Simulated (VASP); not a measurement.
Runs of VASP 6.6.1 on SnSe. Symmetry: Imm2, No. 44, orthorhombic system. Conventional cell: a = 4.257 Å, b = 6.020 Å, c = 4.257 Å, α = 90.00°, β = 90.00°, γ = 90.00°. Around Sn (site symmetry mm2) lie 6 Se at 2.94 to 3.08 Å. Se (site symmetry mm2) is surrounded by 6 Sn at 2.94 to 3.08 Å. 

```csv
cell,gap on the mesh (eV),pressure (GPa),largest force (eV/Å)
"all Sn atoms moved -0.100 Å, as atom 1 towards its neighbour atom 1 (Sn) at 4.257 Å",0.61,-3.1,0.01
"all Sn atoms moved -0.050 Å, as atom 1 towards its neighbour atom 1 (Sn) at 4.257 Å",0.62,-3.2,0.01
"all Sn atoms moved +0.062 Å, as atom 1 towards its neighbour atom 1 (Sn) at 4.257 Å",0.62,-3.2,0.01
"all Sn atoms moved +0.025 Å, as atom 1 towards its neighbour atom 1 (Sn) at 4.257 Å",(a),-3.3,0.01
```

Alike in all rows: task single point; level LDA; potentials or basis VASP PAW LDA potentials, release 64 (Sn_d, Se); no spin polarisation; k mesh 8 × 8 × 8; cutoff (eV) 520; smearing gaussian 0.05 eV.

Estimate the missing entries.

(a) 0.63.

Caveats: spin-orbit coupling is left out, which moves the levels of the heavy elements.

A k mesh can miss the band edges, and the runs leave out spin-orbit coupling on Se, Sn.

Not every run made on this cell is shown here.
